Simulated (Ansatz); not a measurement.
# KCl: a single-point run

The task is a single-point run on KCl. The structure is shown as the input types it.

Program: Ansatz 0.2.0. Level of theory: density functional or hybrid calculation with the settings of its input, plane waves (as first typed). These are calculated values, not measurements.

3 further runs of the same task are left out: 3 that didn't finish.

### Step 1. Starting point

The structure is cubic, space group Pm-3m (No. 221). The conventional cell has a = 3.771 Å, b = 3.771 Å, c = 3.771 Å, α = 90.00°, β = 90.00°, γ = 90.00°. Around K (site symmetry m-3m) lie 8 Cl at 3.27 Å. Cl (site symmetry m-3m) has 8 K at 3.27 Å as nearest neighbours.

As a file:

```
K Cl
1.0
     3.77081    0.00000    0.00000
     0.00000    3.77081    0.00000
     0.00000    0.00000    3.77081
K Cl
1 1
Cartesian
  0.0000 0.0000 0.0000
  1.8854 1.8854 1.8854
```

### Step 2. The run

Contents of input.yaml:

```yaml
crystal:
  lattice:
    - [3.7708086043, 0.0, 0.0]
    - [0.0, 3.7708086043, 0.0]
    - [0.0, 0.0, 3.7708086043]
  atoms:
    - { symbol: K, position: [0.0, 0.0, 0.0] }
    - { symbol: Cl, position: [0.5, 0.5, 0.5] }
kpoints:
  mp_grid: { grid: [4, 4, 4] }
hamiltonian:
  xc: hse06
scf:
  occupations: { method: fixed }
  n_extra_bands: 4
  max_iter: 100
output:
  forces: true
  stress: true
  eigenvalues: true
basis:
  ecutwfc: 160
```

On the command line:

```
ansatz run input.yaml --threads 4 --pin off --max-ram 3686MiB --backend cpu --events-out ev --progress --plain --runs-dir out
```

What happens when this is run?

This run ends as converged, with warnings (cutoff below recommended, stress exchange threshold loose, stress scf threshold loose). Its log warns: «basis.ecutwfc = 160 eV is below the records' recommended 420 eV ...»

Look at the input: basis.ecutwfc is 160. The basis cutoff is far too low: the plane waves can't represent the orbitals near the cores. The potentials' recommended cutoff is 420 eV.

The test: delete basis.ecutwfc (the default then holds).
